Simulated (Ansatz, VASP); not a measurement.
## Two plane-wave programs on Pt

INCAR

```
PREC = Accurate ; ENCUT = 520
EDIFF = 1E-6 ; ISMEAR = -1
SIGMA = 0.1 ; LREAL = False
LASPH = True ; NELM = 60
ALGO = Normal ; ISIF = 2
LWAVE = False ; LCHARG = True
GGA = RP ; LELF = True
LVHAR = True ; NBANDS = 17
```

Contents of KPOINTS:

```
Automatic mesh
0
Gamma
  11 11 11
```

The input POSCAR:

```
Pt
1.0
    0.0000000000      2.9530249052      2.9530249052
    2.9530249052      0.0000000000      2.9530249052
    2.9530249052      2.9530249052      0.0000000000
Pt
2
Direct
    0.1250000000      0.1250000000      0.1250000000
    0.8750000000      0.8750000000      0.8750000000
```

Input for Ansatz:

```yaml
crystal:
  lattice:
    - [0.0, 2.9530249052, 2.9530249052]
    - [2.9530249052, 0.0, 2.9530249052]
    - [2.9530249052, 2.9530249052, 0.0]
  atoms:
    - { symbol: Pt, position: [0.125, 0.125, 0.125] }
    - { symbol: Pt, position: [0.875, 0.875, 0.875] }
hamiltonian:
  xc: rpbe
  pseudopotentials:
    kind: paw
    azcp:
      Pt: "pseudopotentials/Pt.paw.azcp"
basis:
  ecutwfc: 420
  fft_grid_basis: typed
kpoints:
  mp_grid: { grid: [11, 11, 11], shift: [0, 0, 0] }
magnetization:
  spin_polarized: false
scf:
  occupations: { method: fermi_dirac, width: 0.1 }
  lower_state_search: "off"
output:
  stress: true
```

Alike in both runs: task single point; functional RPBE; k mesh 11 × 11 × 11; occupations fermi-dirac, width 0.1 eV; no spin polarisation.

|  | VASP | Ansatz |
| --- | --- | --- |
| version | VASP 6.6.1 | Ansatz 0.2.0 |
| potentials or method | VASP PAW PBE potentials, release 64 (Pt) | plane waves (420 eV) with PAW, scalar-relativistic |
| plane-wave cutoff (eV) | 520 | 420 |
| valence electrons in the cell | 20 | 36 |

|  | VASP | Ansatz | Ansatz less VASP |
| --- | --- | --- | --- |
| pressure (GPa) | -3.8 | -3.5 | +0.26 |

The two sets of potentials don't hold the same shells in valence.

Caveats: the PAW data sets were made with another functional, which shifts forces and pressure a little (VASP). Spin-orbit coupling is left out, which matters for the levels of Pt.
